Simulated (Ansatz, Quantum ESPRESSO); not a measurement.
# RbCl(001): dielectric constant from slabs in a field, part 4 of 5

Wanted: electronic and ionic screening from finite-field slabs, the first being RbCl(001), 5 layers.

Quantum ESPRESSO 7.5; plane-wave DFT, LDA, GBRV ultrasoft pseudopotentials; geometry by Ansatz 0.2.0 with PAW datasets.

So far. Step 7 (Clamped-ion dielectric constant from the field inside …): ε = 0.1000 / 0.0426 = 2.35. Step 8 (Relaxing the ions, 5 layers: ions relaxed in a field of …): The SCF cycles converged, but the relaxation ran out of steps (nstep) before the forces met their threshold.

## (9) Relaxing the ions, 5 layers: ions relaxed in a field of 0.1 V/Å

Then it is relaxed in the field: cations and anions move against each other.

n5.r1.in

```
&control
  prefix = 'n5.r1'
  outdir = './out'
  pseudo_dir = './pseudo'
  nstep = 30
  forc_conv_thr = 5e-05
  calculation = 'relax'
  tefield = .true.
  dipfield = .true.
  etot_conv_thr = 1e-07
/
&system
  ibrav = 0
  nat = 10
  ntyp = 2
  ecutwfc = 40
  ecutrho = 200
  occupations = 'fixed'
  edir = 3
  emaxpos = 0.97
  eopreg = 0.04
  eamp = 0.00194469
/
&electrons
  conv_thr = 1e-10
  mixing_beta = 0.5
  electron_maxstep = 120
/
&ions
/
ATOMIC_SPECIES
  Rb  85.4678  rb_lda_v1.uspp.F.UPF
  Cl  35.4500  cl_lda_v1.4.uspp.F.UPF
CELL_PARAMETERS angstrom
  4.72347329830000 0.00000000000000 0.00000000000000
  0.00000000000000 4.72347329830000 0.00000000000000
  0.00000000000000 0.00000000000000 29.36000000000000
ATOMIC_POSITIONS crystal
  Rb  0.000000000000 0.000000000000 0.272939617544
  Cl  0.500000000000 0.500000000000 0.272148555546
  Rb  0.500000000000 0.500000000000 0.385694757710
  Cl  -0.000000000000 0.000000000000 0.385742894235
  Rb  -0.000000000000 0.000000000000 0.499999999138
  Cl  0.500000000000 0.500000000000 0.499999997873
  Rb  0.500000000000 0.500000000000 0.614305236596
  Cl  -0.000000000000 0.000000000000 0.614257114872
  Rb  -0.000000000000 0.000000000000 0.727060379943
  Cl  0.500000000000 0.500000000000 0.727851446542
K_POINTS automatic
  4 4 1 0 0 0
```

The run is started by

```
$ OMP_NUM_THREADS=1 mpirun -n 8 pw.x -nk 1 -in n5.r1.in > n5.r1.out
```

Numbers of over 12 decimals in the logs are rounded to 6 here.

The log of the run:

```text
[banner, memory and clock lines left out]
Program PWSCF v.7.5 starts

          URL

     Presently no symmetry can be used with electric field

     bravais-lattice index     =            0
     lattice parameter (alat)  =       8.9261  a.u.
     unit-cell volume          =    4420.5426 (a.u.)^3
     number of atoms/cell      =           10
     number of atomic types    =            2
     number of electrons       =        80.00
     number of Kohn-Sham states=           40
     kinetic-energy cutoff     =      40.0000  Ry
     charge density cutoff     =     200.0000  Ry
     scf convergence threshold =      1.0E-10
     mixing beta               =       0.5000
     number of iterations used =            8  plain     mixing
     energy convergence thresh.=      1.0E-07
     force convergence thresh. =      5.0E-05
     Exchange-correlation=  SLA  PZ   NOGX NOGC
                           (   1   1   0   0   0   0   0)
     nstep                     =           30

     celldm(1)=   8.926071  celldm(2)=   0.000000  celldm(3)=   0.000000
     celldm(4)=   0.000000  celldm(5)=   0.000000  celldm(6)=   0.000000

     crystal axes: (cart. coord. in units of alat)
               a(1) = (   1.000000   0.000000   0.000000 )
               a(2) = (   0.000000   1.000000   0.000000 )
               a(3) = (   0.000000   0.000000   6.215765 )

     reciprocal axes: (cart. coord. in units 2 pi/alat)
               b(1) = (  1.000000  0.000000  0.000000 )
               b(2) = (  0.000000  1.000000  0.000000 )
               b(3) = (  0.000000  0.000000  0.160881 )

     PseudoPot. # 1 for Rb read from file:
     ./pseudo/rb_lda_v1.uspp.F.UPF
     Pseudo is Ultrasoft + core correction, Zval =  9.0
     Generated by new atomic code, or converted to UPF format
     Using radial grid of  881 points,  6 beta functions with:
                l(1) =   0
                l(2) =   0
                l(3) =   1
                l(4) =   1
                l(5) =   2
                l(6) =   2
     Q(r) pseudized with  8 coefficients,  rinner =    1.900   1.900   1.900
                                                       1.900   1.900

     PseudoPot. # 2 for Cl read from file:
     ./pseudo/cl_lda_v1.4.uspp.F.UPF
     Pseudo is Ultrasoft + core correction, Zval =  7.0
     Generated by new atomic code, or converted to UPF format
     Using radial grid of  909 points,  6 beta functions with:
                l(1) =   0
                l(2) =   0
                l(3) =   1
                l(4) =   1
                l(5) =   2
                l(6) =   2
     Q(r) pseudized with  8 coefficients,  rinner =    1.300   1.300   1.300
                                                       1.300   1.300

     atomic species   valence    mass     pseudopotential
[...]
-14.2892 -14.0470 -10.8305 -10.7219 -10.7098 -10.6074 -10.4831 -10.4732
   -10.4540 -10.4261 -10.4216 -10.3798 -10.3726 -10.3539 -10.2661 -10.2591
   -10.2422  -3.1391  -3.1235  -2.9269  -2.8825  -2.7821  -2.7797  -2.7507
    -2.7117  -2.7043  -2.6421  -2.6093  -2.5597  -2.5132  -2.3635  -2.3247

          k = 0.0000-0.5000 0.0000 ( 18850 PWs)   bands (ev):

   -26.6577 -26.4201 -26.2913 -26.2854 -26.1559 -14.5400 -14.4585 -14.4088
   -14.3156 -14.0731 -10.8155 -10.7044 -10.6792 -10.5863 -10.4647 -10.4437
   -10.4178 -10.3971 -10.3852 -10.3838 -10.3682 -10.3677 -10.2560 -10.2470
   -10.2424  -3.3651  -3.3418  -3.1927  -3.1488  -2.9570  -2.8943  -2.8240
    -2.8097  -2.7826  -2.7659  -2.7342  -2.6236  -2.5689  -2.4869  -2.3352

          k = 0.2500 0.0000 0.0000 ( 18832 PWs)   bands (ev):

   -26.6600 -26.4224 -26.2962 -26.2853 -26.1580 -14.5202 -14.4378 -14.3866
   -14.2892 -14.0470 -10.8305 -10.7219 -10.7098 -10.6074 -10.4831 -10.4732
   -10.4540 -10.4261 -10.4216 -10.3798 -10.3726 -10.3539 -10.2661 -10.2591
   -10.2422  -3.1391  -3.1235  -2.9269  -2.8825  -2.7821  -2.7797  -2.7507
    -2.7117  -2.7043  -2.6421  -2.6093  -2.5597  -2.5132  -2.3635  -2.3247

          k = 0.2500 0.2500 0.0000 ( 18929 PWs)   bands (ev):

   -26.6579 -26.4203 -26.2929 -26.2842 -26.1560 -14.5138 -14.4315 -14.3812
   -14.2833 -14.0410 -10.8200 -10.7988 -10.6926 -10.5940 -10.5627 -10.5224
   -10.4549 -10.4423 -10.4388 -10.3864 -10.3770 -10.3578 -10.3295 -10.2491
   -10.2427  -3.1679  -3.1572  -3.0119  -2.9370  -2.8298  -2.7906  -2.7814
    -2.7430  -2.6983  -2.6140  -2.5840  -2.5744  -2.5445  -2.3415  -2.3149

          k = 0.2500-0.5000 0.0000 ( 18912 PWs)   bands (ev):

   -26.6558 -26.4182 -26.2893 -26.2834 -26.1539 -14.5075 -14.4252 -14.3763
   -14.2779 -14.0354 -10.8097 -10.7828 -10.7688 -10.5805 -10.5453 -10.5327
   -10.4977 -10.4971 -10.4297 -10.4286 -10.4086 -10.3839 -10.3184 -10.3112
   -10.2439  -3.1439  -3.1375  -2.9887  -2.9644  -2.8291  -2.8240  -2.7795
    -2.7594  -2.7452  -2.6956  -2.6907  -2.5529  -2.5362  -2.4484  -2.3023

          k = 0.2500-0.2500 0.0000 ( 18929 PWs)   bands (ev):

   -26.6579 -26.4203 -26.2929 -26.2842 -26.1560 -14.5138 -14.4315 -14.3812
   -14.2833 -14.0410 -10.8200 -10.7988 -10.6926 -10.5940 -10.5627 -10.5224
   -10.4549 -10.4423 -10.4388 -10.3864 -10.3770 -10.3578 -10.3295 -10.2491
   -10.2427  -3.1679  -3.1572  -3.0119  -2.9370  -2.8298  -2.7906  -2.7814
    -2.7430  -2.6983  -2.6140  -2.5840  -2.5744  -2.5445  -2.3415  -2.3149

          k =-0.5000 0.0000 0.0000 ( 18850 PWs)   bands (ev):

   -26.6577 -26.4201 -26.2913 -26.2854 -26.1559 -14.5400 -14.4585 -14.4088
   -14.3156 -14.0731 -10.8155 -10.7044 -10.6792 -10.5863 -10.4647 -10.4437
   -10.4178 -10.3971 -10.3852 -10.3838 -10.3682 -10.3677 -10.2560 -10.2470
   -10.2424  -3.3651  -3.3418  -3.1927  -3.1488  -2.9570  -2.8943  -2.8240
    -2.8097  -2.7826  -2.7659  -2.7342  -2.6236  -2.5689  -2.4869  -2.3352

          k =-0.5000 0.2500 0.0000 ( 18912 PWs)   bands (ev):

   -26.6558 -26.4182 -26.2893 -26.2834 -26.1539 -14.5075 -14.4252 -14.3763
   -14.2779 -14.0354 -10.8097 -10.7828 -10.7688 -10.5805 -10.5453 -10.5327
   -10.4977 -10.4971 -10.4297 -10.4286 -10.4086 -10.3839 -10.3184 -10.3112
   -10.2439  -3.1439  -3.1375  -2.9887  -2.9644  -2.8291  -2.8240  -2.7795
    -2.7594  -2.7452  -2.6956  -2.6907  -2.5529  -2.5362  -2.4484  -2.3023
[key lines of the parts left out:]
Dipole field          0.0009 Ry au,
total energy              =    -434.15005964 Ry
convergence has been achieved in   7 iterations
```

Elapsed: 10 min, on 8 MPI ranks of Arm Neoverse V2, shared host; peak memory 1.3 GiB.

The run ended without convergence.

The SCF cycles converged, but the relaxation ran out of steps (nstep) before the forces met their threshold.

## (10) Relaxation with Ansatz, 9 layers

Level of this step: plane-wave DFT, PBE, Ansatz PAW (Ansatz 0.2.0).

System of this step: RbCl(001), 9 layers. The cell holds 18 atoms: 9 Rb and 9 Cl. Its edges and angles: a = 4.723 Å, b = 4.723 Å, c = 42.720 Å, α = 90.0°, β = 90.0°, γ = 90.0°. It derives from RbCl. Vacuum lies along c.

input.yaml

```yaml
crystal:
  lattice:
    - [4.7234732983, 0.0, 0.0]
    - [0.0, 4.7234732983, 0.0]
    - [0.0, 0.0, 42.72]
  atoms:
    - { symbol: Rb, position: [0.0, 0.0, 0.1872659176] }
    - { symbol: Cl, position: [0.5, 0.5, 0.1872659176] }
    - { symbol: Rb, position: [0.5, 0.5, 0.2654494382] }
    - { symbol: Cl, position: [0.0, 0.0, 0.2654494382] }
    - { symbol: Rb, position: [0.0, 0.0, 0.3436329588] }
    - { symbol: Cl, position: [0.5, 0.5, 0.3436329588] }
    - { symbol: Rb, position: [0.5, 0.5, 0.4218164794] }
    - { symbol: Cl, position: [0.0, 0.0, 0.4218164794] }
    - { symbol: Rb, position: [0.0, 0.0, 0.5] }
    - { symbol: Cl, position: [0.5, 0.5, 0.5] }
    - { symbol: Rb, position: [0.5, 0.5, 0.5781835206] }
    - { symbol: Cl, position: [0.0, 0.0, 0.5781835206] }
    - { symbol: Rb, position: [0.0, 0.0, 0.6563670412] }
    - { symbol: Cl, position: [0.5, 0.5, 0.6563670412] }
    - { symbol: Rb, position: [0.5, 0.5, 0.7345505618] }
    - { symbol: Cl, position: [0.0, 0.0, 0.7345505618] }
    - { symbol: Rb, position: [0.0, 0.0, 0.8127340824] }
    - { symbol: Cl, position: [0.5, 0.5, 0.8127340824] }
kpoints:
  mp_grid: { grid: [4, 4, 1] }
hamiltonian:
  xc: pbe
scf:
  occupations: { method: fixed }
  convergence: { dr2_threshold: 1.0e-09 }
efield:
  axis: 3
  dipole_correction: true
  ramp_position: 0.97
  ramp_width: 0.04
relax:
  f_tol: 0.003
output:
  write_potential: true
  write_density: true
  volumetric_format: npy
```

The run is started by

```
$ ansatz run input.yaml --threads 8 --pin off --max-ram 16384MiB --backend cpu --events-out ev --progress --plain --runs-dir out
```

The log of the run:

```text
[...]
Crystal: 18 atoms, lattice volume = 953.134 Å³
Basis set: ecut = 420 eV, 18583 PW (Γ), exchange–correlation on 64×64×576 points (8 copies of the dense FFT grid, shifted against one another)
Bands: 90, of which v1, the nominal top of the filled ones, is band 72 counted from 1 (71 counted from 0)
Symmetry: 8 space group operations
k-points: 6 of 16
[...]
- { symbol: Rb, position: [0.5, 0.5, 0.578483] }
    - { symbol: Cl, position: [0, 0.0, 0.578486] }
    - { symbol: Rb, position: [0, 0.0, 0.656960] }
    - { symbol: Cl, position: [0.5, 0.5, 0.656956] }
    - { symbol: Rb, position: [0.5, 0.5, 0.735543] }
    - { symbol: Cl, position: [0, 0.0, 0.735513] }
    - { symbol: Rb, position: [0, 0.0, 0.813017] }
    - { symbol: Cl, position: [0.5, 0.5, 0.813533] }
[key lines of the parts left out:]
SCF converged after 6 iterations
Free energy (F): -39156.594847 eV
Fermi energy:    -1.198155 eV
Dipole field:    D = 0.000000 V/Å  (p = 0.000001 e·Å, saw-weighted, corrected)
Work function:   Φ+ = 6.0068 eV   Φ− = 6.0068 eV
```

Elapsed: 21 s, on 8 threads; peak memory 2.4 GiB; 2.7 min of CPU time.

The steps of the relaxation:

| step | energy less that of the first step (eV) | largest force component (eV/Å) |
| --- | --- | --- |
| 1 | 0.0000 | 0.0375 |
| 2 | -0.0013 | 0.0174 |
| 3 | -0.0017 | 0.0028 |
| 4 | -0.0018 | 0.0012 |
| 5 | -0.0018 | 0.0004 |

The atoms that moved most (Å):

| atom | dx | dy | dz | length |
| --- | --- | --- | --- | --- |
| Rb15 | 0.000 | 0.000 | 0.042 | 0.042 |
| Rb3 | 0.000 | 0.000 | -0.042 | 0.042 |
| Cl4 | 0.000 | 0.000 | -0.041 | 0.041 |
| Cl16 | 0.000 | 0.000 | 0.041 | 0.041 |
| Cl18 | 0.000 | 0.000 | 0.034 | 0.034 |
| Cl2 | 0.000 | 0.000 | -0.034 | 0.034 |
| Rb13 | 0.000 | 0.000 | 0.025 | 0.025 |
| Rb5 | 0.000 | 0.000 | -0.025 | 0.025 |

Read from the output:

```
free energy                                                     : -39156.5948 eV
gap by band count                                               : 4.725 eV
dipole along the normal                                         : 1.44e-6 e·Å
valence top, on the run's zero                                  : -1.198 eV
vacuum level at the upper face over the valence top of the mesh : 6.007 eV
vacuum level at the lower face over the valence top of the mesh : 6.007 eV
```

## (11) Self-consistent run, 9 layers: no field

Level of this step: plane-wave DFT, LDA, GBRV ultrasoft pseudopotentials (Quantum ESPRESSO 7.5).

n9.f0.in

```
&control
  prefix = 'n9.f0'
  outdir = './out'
  pseudo_dir = './pseudo'
  calculation = 'scf'
  tprnfor = .true.
  tefield = .true.
  dipfield = .true.
/
&system
  ibrav = 0
  nat = 18
  ntyp = 2
  ecutwfc = 40
  ecutrho = 200
  occupations = 'fixed'
  edir = 3
  emaxpos = 0.97
  eopreg = 0.04
  eamp = 0.0
/
&electrons
  conv_thr = 1e-10
  mixing_beta = 0.5
  electron_maxstep = 120
/
ATOMIC_SPECIES
  Rb  85.4678  rb_lda_v1.uspp.F.UPF
  Cl  35.4500  cl_lda_v1.4.uspp.F.UPF
CELL_PARAMETERS angstrom
  4.72347329830000 0.00000000000000 0.00000000000000
  0.00000000000000 4.72347329830000 0.00000000000000
  0.00000000000000 0.00000000000000 42.72000000000000
ATOMIC_POSITIONS crystal
  Rb  -0.000000000000 0.000000000000 0.186983324525
  Cl  0.500000000000 0.500000000000 0.186467167077
  Rb  0.500000000000 0.500000000000 0.264456965112
  Cl  -0.000000000000 0.000000000000 0.264486586202
  Rb  -0.000000000000 0.000000000000 0.343039649630
  Cl  0.500000000000 0.500000000000 0.343043881631
  Rb  0.500000000000 0.500000000000 0.421517012620
  Cl  -0.000000000000 0.000000000000 0.421513739878
  Rb  -0.000000000000 0.000000000000 0.500000000831
  Cl  0.500000000000 0.500000000000 0.499999993754
  Rb  0.500000000000 0.500000000000 0.578482990707
  Cl  0.000000000000 0.000000000000 0.578486248237
  Rb  0.000000000000 0.000000000000 0.656960355114
  Cl  0.500000000000 0.500000000000 0.656956111045
  Rb  0.500000000000 0.500000000000 0.735543040837
  Cl  0.000000000000 0.000000000000 0.735513413142
  Rb  0.000000000000 0.000000000000 0.813016680826
  Cl  0.500000000000 0.500000000000 0.813532838831
K_POINTS automatic
  4 4 1 0 0 0
```

The run is started by

```
$ OMP_NUM_THREADS=1 mpirun -n 8 pw.x -nk 1 -in n9.f0.in > n9.f0.out
```

The log of the run:

```text
[banner, memory and clock lines left out]
Program PWSCF v.7.5 starts
[...]
number of electrons       =       144.00
     number of Kohn-Sham states=           72
     kinetic-energy cutoff     =      40.0000  Ry
     charge density cutoff     =     200.0000  Ry
[...]
number of k points=    10
[...]
Dense  grid:   307139 G-vectors     FFT dimensions: (  45,  45, 375)
[...]
negative rho (up, down):  7.363E-01 0.000E+00
[...]
Starting wfcs are  126 randomized atomic wfcs
[...]
negative rho (up, down):  7.141E-01 0.000E+00
[...]
estimated scf accuracy    <       0.70574918 Ry
[...]
negative rho (up, down):  7.121E-01 0.000E+00
[...]
estimated scf accuracy    <       0.06067497 Ry
[...]
negative rho (up, down):  7.129E-01 0.000E+00
[...]
estimated scf accuracy    <       0.00636768 Ry
[...]
negative rho (up, down):  7.114E-01 0.000E+00
[...]
estimated scf accuracy    <       0.00056156 Ry
[...]
negative rho (up, down):  7.105E-01 0.000E+00
[...]
estimated scf accuracy    <       0.00001285 Ry
[...]
negative rho (up, down):  7.097E-01 0.000E+00
[...]
estimated scf accuracy    <       0.00000067 Ry
[...]
negative rho (up, down):  7.094E-01 0.000E+00
[...]
estimated scf accuracy    <       0.00000051 Ry
[...]
negative rho (up, down):  7.094E-01 0.000E+00
[...]
estimated scf accuracy    <       0.00000003 Ry
[...]
negative rho (up, down):  7.094E-01 0.000E+00
[...]
Total length         77.4999 bohr
[...]
estimated scf accuracy    <          2.7E-10 Ry
[...]
negative rho (up, down):  7.094E-01 0.000E+00
[...]
Computed dipole along edir(3) :
        Dipole                0.0000 Ry au,          0.0000 Debye
        Dipole field          0.0000 Ry au,
        Potential amp.       -0.0000 Ry
        Total length         77.4999 bohr
[...]
highest occupied level (ev):    -1.4263
!    total energy              =    -781.47713545 Ry
     estimated scf accuracy    <          9.1E-11 Ry
[...]
one-electron contribution =   -4107.45296040 Ry
     hartree contribution      =    2087.21100370 Ry
     xc contribution           =    -202.14310997 Ry
     ewald contribution        =    1440.90793122 Ry
     electric field correction =       0.00000000 Ry
     convergence has been achieved in  10 iterations
     negative rho (up, down):  7.094E-01 0.000E+00
[...]
Total force =     0.012555     Total SCF correction =     0.000009
[...]
```

Run time: 81 s. Hardware: 8 MPI ranks; peak memory 1.8 GiB.

Read from the output:

| Item | Value |
| --- | --- |
| free energy | -10632.5381 eV |
| dipole along the normal | 0 e·Å |
| valence top, on the run's zero | -1.426 eV |

## (12) Electrostatic potential, 9 layers

n9.f0.pot.in

```
&inputpp
  prefix = 'n9.f0'
  outdir = './out'
  filplot = 'n9.f0.pot.dat'
  plot_num = 11
/
```

The run is started by

```
$ OMP_NUM_THREADS=1 mpirun -n 8 pp.x -in n9.f0.pot.in > n9.f0.pot.out
```

It took 1.2 s on 8 MPI ranks; peak memory 0.16 GiB; 9.2 s of CPU time.

Numbers from this step:

- slope of the potential above: 6.99e-5 eV/Å
- upper vacuum line continued to the top atoms, over the valence top: 6.251 eV
- slope of the potential below: -2.56e-5 eV/Å
- lower vacuum line continued to the bottom atoms, over the valence top: 6.252 eV
- vacuum level at the upper face over the valence top of the mesh: 6.252 eV
- vacuum level at the lower face over the valence top of the mesh: 6.252 eV

## (13) Self-consistent run, 9 layers: field 0.1 V/Å

n9.f1.in is the input of step 11 with these lines changed:

```diff
@@ -1,3 +1,3 @@
 &control
-  prefix = 'n9.f0'
+  prefix = 'n9.f1'
   outdir = './out'
@@ -19,3 +19,3 @@
   eopreg = 0.04
-  eamp = 0.0
+  eamp = 0.00194469
 /
```

The run is started by

```
$ OMP_NUM_THREADS=1 mpirun -n 8 pw.x -nk 1 -in n9.f1.in > n9.f1.out
```

The log of the run:

```text
[banner, memory and clock lines left out]
Program PWSCF v.7.5 starts
[...]
number of electrons       =       144.00
     number of Kohn-Sham states=           72
     kinetic-energy cutoff     =      40.0000  Ry
     charge density cutoff     =     200.0000  Ry
[...]
number of k points=    10
[...]
Dense  grid:   307139 G-vectors     FFT dimensions: (  45,  45, 375)
[...]
negative rho (up, down):  7.363E-01 0.000E+00
[...]
Starting wfcs are  126 randomized atomic wfcs
[...]
negative rho (up, down):  7.142E-01 0.000E+00
[...]
estimated scf accuracy    <       0.70810276 Ry
[...]
negative rho (up, down):  7.121E-01 0.000E+00
[...]
estimated scf accuracy    <       0.06080062 Ry
[...]
negative rho (up, down):  7.129E-01 0.000E+00
[...]
estimated scf accuracy    <       0.00639791 Ry
[...]
negative rho (up, down):  7.114E-01 0.000E+00
[...]
estimated scf accuracy    <       0.00056249 Ry
[...]
negative rho (up, down):  7.106E-01 0.000E+00
[...]
estimated scf accuracy    <       0.00001485 Ry
[...]
negative rho (up, down):  7.098E-01 0.000E+00
[...]
estimated scf accuracy    <       0.00000092 Ry
[...]
negative rho (up, down):  7.094E-01 0.000E+00
[...]
estimated scf accuracy    <       0.00000059 Ry
[...]
negative rho (up, down):  7.094E-01 0.000E+00
[...]
estimated scf accuracy    <       0.00000002 Ry
[...]
negative rho (up, down):  7.094E-01 0.000E+00
[...]
estimated scf accuracy    <          3.3E-10 Ry
[...]
negative rho (up, down):  7.094E-01 0.000E+00
[...]
estimated scf accuracy    <          1.0E-10 Ry
[...]
negative rho (up, down):  7.094E-01 0.000E+00
[...]
Computed dipole along edir(3) :
        Dipole                0.4063 Ry au,          1.0328 Debye
        Dipole field          0.0008 Ry au,
        E field amplitude [Ha a.u.]:  1.9447E-03
        Potential amp.        0.1784 Ry
        Total length         77.4999 bohr
[...]
highest occupied level (ev):    -0.8366
!    total energy              =    -781.47792562 Ry
     estimated scf accuracy    <          6.2E-11 Ry
[...]
one-electron contribution =   -4107.44975504 Ry
     hartree contribution      =    2087.20794542 Ry
     xc contribution           =    -202.14278942 Ry
     ewald contribution        =    1440.90793122 Ry
     electric field correction =      -0.00125779 Ry
     convergence has been achieved in  11 iterations
     negative rho (up, down):  7.094E-01 0.000E+00
[...]
Total force =     0.014932     Total SCF correction =     0.000007
[...]
```

The job ended after 89 s (8 MPI ranks; peak memory 1.9 GiB; 12 min of CPU time).

This step gave:

| Item | Value |
| --- | --- |
| free energy | -10632.5488 eV |
| dipole along the normal | 0.2150 e·Å |
| valence top, on the run's zero | -0.8366 eV |

## (14) Potential by pp.x, 9 layers

n9.f1.pot.in

```
&inputpp
  prefix = 'n9.f1'
  outdir = './out'
  filplot = 'n9.f1.pot.dat'
  plot_num = 11
/
```

The run is started by

```
$ OMP_NUM_THREADS=1 mpirun -n 8 pp.x -in n9.f1.pot.in > n9.f1.pot.out
```

The job ended after 1.2 s (8 MPI ranks; peak memory 0.16 GiB; 9.2 s of CPU time).

Read from the output:

- slope of the potential above: 0.1001 eV/Å
- upper vacuum line continued to the top atoms, over the valence top: 6.155 eV
- slope of the potential below: 0.09997 eV/Å
- lower vacuum line continued to the bottom atoms, over the valence top: 5.220 eV

The slope in the vacuum is 0.100 eV/Å for an applied 0.10 V/Å, as it should be.

(Part 4 of 5 ends here.)

[Logs are printed without paths, hosts, clocks, repeated set-up lines and the standing remarks that a program may print on its own settings, such as how far it seeks lower states.]

[Hosts, paths, dates, database ids (printed as entryN), source tags and the programs' standing remarks are cut or masked in the printed files.]

[Maps of the electrostatic potential energy from Ansatz leave out the sawtooth potential of an applied field or a dipole correction, so their vacuum need not be flat; planar profiles and work functions include it.]
